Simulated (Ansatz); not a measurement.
Crystal: NiO.

```
Ni O
1.0
     0.00000    2.08590    2.08590
     2.08590    0.00000    2.08590
     2.08590    2.08590    0.00000
Ni O
1 1
Direct
  0.00000 0.00000 0.00000
  0.50000 0.50000 0.50000
```

| Quantity | Value |
| --- | --- |
| Program | Ansatz 0.2.0 |
| Task | single point |
| Functional | PBEsol |
| Potentials or basis | all-electron LAPW, scalar-relativistic |
| Cutoff | 378 eV (chosen from the basis error) |
| Basis error allowed | 0.001 eV/atom |
| k mesh | 11 × 11 × 11 |
| Occupations | fermi-dirac, width 0.05 eV |
| Spin | collinear spin, ferromagnetic start |
| Starting moments | [1.0, 0.0] μB |

On this cell: pressure -6.8 GPa; largest force zero by symmetry; net moment 1.48 μB per cell; site moments Ni +1.24; O +0.23 μB; band gap on the k mesh none (metal or under the smearing width).

The same run follows on a disturbed copy (atoms moved at random, drawn with an rms of 0.05 Å):

```
CELL_PARAMETERS angstrom
0.00000 2.08590 2.08590
2.08590 0.00000 2.08590
2.08590 2.08590 0.00000
ATOMIC_POSITIONS crystal
Ni 0.99963 0.98326 0.01952
O 0.50305 0.49315 0.49605
```

Question: What does the disturbed cell give?

Answer: The energy (extrapolated to zero smearing) moves by +2.4 meV/atom; pressure -6.2 GPa; largest force 0.162 eV/Å; net moment 1.51 μB per cell; site moments Ni +1.26; O +0.23 μB; band gap on the k mesh none (metal or under the smearing width).

Forces on the atoms (eV/Å):
```
Ni  -0.079 -0.119  0.077
O    0.079  0.119 -0.077
```

Stress tensor (GPa, compression positive):
```
-6.34  0.00  0.00
 0.00 -6.01  0.00
 0.00  0.00 -6.35
```

Caveats: a cell with one magnetic atom can't hold antiferromagnetic order, which such compounds often take; semilocal functionals often make such compounds metallic where correlation or magnetic order opens a gap, which also shifts bond lengths.
